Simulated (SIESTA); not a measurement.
The system is PbSe (Clausthalite).

```
Pb Se
1.0
     0.00000    3.06065    3.06065
     3.06065    0.00000    3.06065
     3.06065    3.06065    0.00000
Pb Se
1 1
Direct
  0.00000 0.00000 0.00000
  0.50000 0.50000 0.50000
```

Base run:

* Program: SIESTA 5.4.2
* Functional: BLYP
* Potentials or basis: PseudoDojo 0.4 standard (PBE files)
* Basis: DZP (energy shift 0.003 Ry; two zetas on semicore shells)
* Grid cutoff: 500 Ry
* Energy shift: 0.003 Ry
* k mesh: 8 × 8 × 8
* Occupations: fermi-dirac, width 0.05 eV
* Spin: no spin polarisation

Its results: band gap on the k mesh 0.49 eV, direct; pressure 7.0 GPa.

Q: The run is repeated on the same cell with these changes: functional from BLYP to PBE; basis from DZP (energy shift 0.003 Ry; two zetas on semicore shells) to TZP (energy shift 0.003 Ry; two zetas on semicore shells). What comes out?

A: Band gap on the k mesh 0.35 eV, direct; pressure 3.4 GPa.

Several settings changed at once, so the effect can't be laid on one alone.

Caveats: spin-orbit coupling is left out, which as a rule narrows the gap of such compounds by several tenths of an eV; the basis of atomic orbitals isn't converged, which shifts pressures, moduli and gaps; the potentials were made for another functional, which shifts forces and pressure (some runs).
